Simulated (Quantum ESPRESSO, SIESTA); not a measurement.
# Deformation of the band gap of polar orthorhombic HfO2 under volume change, QE, PBE

Calculated with Quantum ESPRESSO 7.5: PBE; plane waves, GBRV 1.5 ultrasoft, 50/300 Ry; k-mesh 4×4×4. The volume is changed from typed lattice constants. Shape and atoms were relaxed at QE, PBE at each point. The gap is that between the highest filled and lowest empty Kohn-Sham level on the mesh.

```
volume change (%)  gap on the mesh (eV)
               -8                 4.729
               -6                 4.633
               -4                 4.524
               -2                     ?
                0                 4.443
               +2                 4.399
               +4                 4.475
```

**Question.** Fit a second-order form in the logarithmic strain to the rows given and interpolate to the withheld row.

**Working.**

With u = ln[(1 + ε)/(1 + ε0)], counted from the row at ε0 = +0 % where y0 = 4.443, a second-order form y = y0 + a u + b u² makes v = (y − y0)/u a line in u.

| u | v |
| --- | --- |
| -0.0833816 | -3.43001 |
| -0.0618754 | -3.07069 |
| -0.0408220 | -1.98422 |
| 0.0198026 | -2.22193 |
| 0.0392207 | 0.815895 |

With n = 5: mean u = -0.0254111, mean v = -1.97819, Σ(u − ū)² = 0.011149, Σ(u − ū)(v − v̄) = 0.29366. Slope b = 0.29366 / 0.011149 = 26.339; intercept a = v̄ − b ū = -1.3089.

At the withheld row u = -0.02020, v = a + b u = -1.841, and y = y0 + u v.

Prediction at -2: 4.480 eV. The run gave 4.457 eV, so the fit is high by 0.023 eV (0.52 % of the value).

The first-order term, -1.31 eV per unit of ln V, is the slope of the fitted parabola at ε0; it is a deformation potential only where one valley holds the gap over the whole range, and a kink or a flat stretch in the table makes it differ from the local slope. The second-order term makes up 29 % of v at the withheld row. Among the rows given, the largest miss of the fit is at +4, by 0.043 eV (13 % of the range of the table).

Limits: The nuclei are static. The DFT runs use Fermi–Dirac occupations of width 0.01 eV, and energies are free energies. The mesh holds the band edges only if they lie on it, and semilocal functionals put gaps under measured ones. The rows don't follow a smooth parabola (r.m.s. departure 5.1 % of their range), so v is no line in u and the first-order term is poorly fixed; a kink, the k-mesh or scatter of the relaxations can each do this.

[Logs are printed without paths, hosts, clocks, repeated set-up lines and the standing remarks that a program may print on its own settings, such as how far it seeks lower states.]

[Hosts, paths, dates, database ids (printed as entryN), source tags and the programs' standing remarks are cut or masked in the printed files.]
